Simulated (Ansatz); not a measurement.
# H: a listed cell, distorted in several ways

Aim: see how energy, forces, stress and gap of H answer to random distortions, further strains and shifts, distortions that keep the symmetry, other functionals. Nothing is relaxed unless a step says so.

Computed with Ansatz 0.2.0 (DFT PBE, scalar-relativistic, plane waves, PAW, unless a step's input says otherwise).

**1. Starting point**

The structure is tetragonal, space group P4/mmm (No. 123). Conventional cell: a = 2.650 Å, b = 2.650 Å, c = 0.980 Å, α = 90.00°, β = 90.00°, γ = 90.00°. H (site symmetry 4/mmm) is surrounded by 2 H at 0.98 Å.

As a file:

```cif
data_structure
_symmetry_space_group_name_H-M 'P 1'
_symmetry_Int_Tables_number 1
_cell_length_a 2.6496
_cell_length_b 2.6496
_cell_length_c 0.9805
_cell_angle_alpha 90.000
_cell_angle_beta 90.000
_cell_angle_gamma 90.000
_cell_volume 6.88
loop_
_atom_site_label
_atom_site_type_symbol
_atom_site_fract_x
_atom_site_fract_y
_atom_site_fract_z
_atom_site_occupancy
H1 H 0.00000 0.00000 0.50000 1
```

The structure comes from the Materials Project (structure only).

**2. A change within a subgroup**

The change: strain xx, yy, zz, yz, xz, xy = +9.5, -1.5, +5.5, -4.3, +1.5, +0.9 %.

input.yaml

```yaml
crystal:
  lattice:
    - [2.9015663902, 0.0235817848, 0.0384462581]
    - [0.0235817848, 2.6096821867, -0.1131130778]
    - [0.0142269523, -0.0418572428, 1.0341945172]
  atoms:
    - { symbol: H, position: [0.0, 0.0, 0.5] }
basis:
  ecutwfc: 420
kpoints:
  mp_grid: { grid: [14, 14, 34] }
hamiltonian:
  xc: pbe
scf:
  occupations: { method: gaussian, width: 0.05 }
output:
  forces: true
  stress: true
  eigenvalues: true
```

On the command line:

```console
> ansatz run input.yaml --threads 1 --pin off --max-ram 1331MiB --backend cpu --events-out ev --progress --plain --runs-dir out
```

**3. Another functional, on a distorted cell: PBEsol**

input.yaml

```yaml
crystal:
  lattice:
    - [2.6450018711, 0.0, 0.0]
    - [0.0, 2.6450018711, 0.0]
    - [0.0, 0.0, 0.8905326946]
  atoms:
    - { symbol: H, position: [0.0, 0.0, 0.5] }
basis:
  ecutwfc: 420
kpoints:
  mp_grid: { grid: [14, 14, 34] }
hamiltonian:
  xc: pbesol
scf:
  occupations: { method: gaussian, width: 0.05 }
output:
  forces: true
  stress: true
  eigenvalues: true
```

**4. A change within the space group**

input.yaml

```yaml
crystal:
  lattice:
    - [2.6352247042, 0.0, 0.0]
    - [0.0, 2.6352247042, 0.0]
    - [0.0, 0.0, 1.0339886137]
  atoms:
    - { symbol: H, position: [0.0, 0.0, 0.5] }
basis:
  ecutwfc: 420
kpoints:
  mp_grid: { grid: [14, 14, 34] }
hamiltonian:
  xc: pbe
scf:
  occupations: { method: gaussian, width: 0.05 }
output:
  forces: true
  stress: true
  eigenvalues: true
  populations: true
```

**5. Functional and cell changed: LDA**

input.yaml

```yaml
crystal:
  lattice:
    - [2.8080606391, 0.0, 0.0]
    - [0.0, 2.8080606391, 0.0]
    - [0.0, 0.0, 0.9508722289]
  atoms:
    - { symbol: H, position: [0.0, 0.0, 0.5] }
basis:
  ecutwfc: 420
kpoints:
  mp_grid: { grid: [14, 14, 34] }
hamiltonian:
  xc: lda
scf:
  occupations: { method: gaussian, width: 0.05 }
output:
  forces: true
  stress: true
  eigenvalues: true
```

**6. A change within a subgroup**

input.yaml

```yaml
crystal:
  lattice:
    - [2.6677622679, 0.0, 0.0]
    - [0.0, 2.5226945469, 0.1059855496]
    - [0.0, 0.0392197168, 0.9850031874]
  atoms:
    - { symbol: H, position: [0.0, 0.0, 0.5] }
basis:
  ecutwfc: 420
kpoints:
  mp_grid: { grid: [14, 14, 34] }
hamiltonian:
  xc: pbe
scf:
  occupations: { method: gaussian, width: 0.05 }
output:
  forces: true
  stress: true
  eigenvalues: true
  populations: true
```

**7. A change within the space group**

input.yaml, as its differences from that of step 6:

```diff
@@ -2,5 +2,5 @@
   lattice:
-    - [2.6677622679, 0.0, 0.0]
-    - [0.0, 2.5226945469, 0.1059855496]
-    - [0.0, 0.0392197168, 0.9850031874]
+    - [2.6511755294, 0.0, 0.0]
+    - [0.0, 2.6511755294, 0.0]
+    - [0.0, 0.0, 0.9663542121]
   atoms:
```

**8. Another functional, on a distorted cell: PBEsol**

input.yaml

```yaml
crystal:
  lattice:
    - [2.6938877058, 0.0, 0.0]
    - [0.0, 2.6938877058, 0.0]
    - [0.0, 0.0, 0.9968671518]
  atoms:
    - { symbol: H, position: [0.0, 0.0, 0.5] }
basis:
  ecutwfc: 420
kpoints:
  mp_grid: { grid: [14, 14, 34] }
hamiltonian:
  xc: pbesol
scf:
  occupations: { method: gaussian, width: 0.05 }
output:
  forces: true
  stress: true
  eigenvalues: true
```

**9. Random moves and strain, cell strained**

input.yaml

```yaml
crystal:
  lattice:
    - [2.7850087821, 0.0736599569, -0.0794891622]
    - [0.0736599569, 2.6596013806, -0.0443019597]
    - [-0.0294147876, -0.0163938416, 1.0012793699]
  atoms:
    - { symbol: H, position: [0.0, 0.0, 0.5] }
basis:
  ecutwfc: 420
kpoints:
  mp_grid: { grid: [14, 14, 34] }
hamiltonian:
  xc: pbe
scf:
  occupations: { method: gaussian, width: 0.05 }
output:
  forces: true
  stress: true
  eigenvalues: true
```

What does the calculation give? Wanted: for each run, case; energy; pressure; largest force.

The runs gave:

| step | case | energy (meV/atom) | pressure (GPa) | largest force (eV/Å) | gap on the mesh (eV) |
| --- | --- | --- | --- | --- | --- |
| 2 | a change within a subgroup | +0.0 | -3.2 | 0.00 | 0.00 |
| 3 | another functional, on a distorted cell: PBEsol | n/a | 15.1 | 0.00 | 0.00 |
| 4 | a change within the space group | +3.0 | -3.3 | 0.00 | 0.00 |
| 5 | functional and cell changed: LDA | n/a | 4.3 | 0.00 | 0.00 |
| 6 | a change within a subgroup | -7.7 | 1.5 | 0.00 | 0.00 |
| 7 | a change within the space group | -10.0 | 3.5 | 0.00 | 0.00 |
| 8 | another functional, on a distorted cell: PBEsol | n/a | 0.0 | 0.00 | 0.00 |
| 9 | random moves and strain, cell strained | -14.5 | -0.5 | 0.00 | 0.00 |

Energies are counted from step 2, with the smearing taken to zero. Other atoms or functionals have another zero of energy (n/a). A gap of 0.00 means none on the mesh at this level.

What this shows: With one atom in the cell, moving it shifts the whole crystal, so no force arises from that. The distorted cells of the listed formula and level show no gap on the mesh.
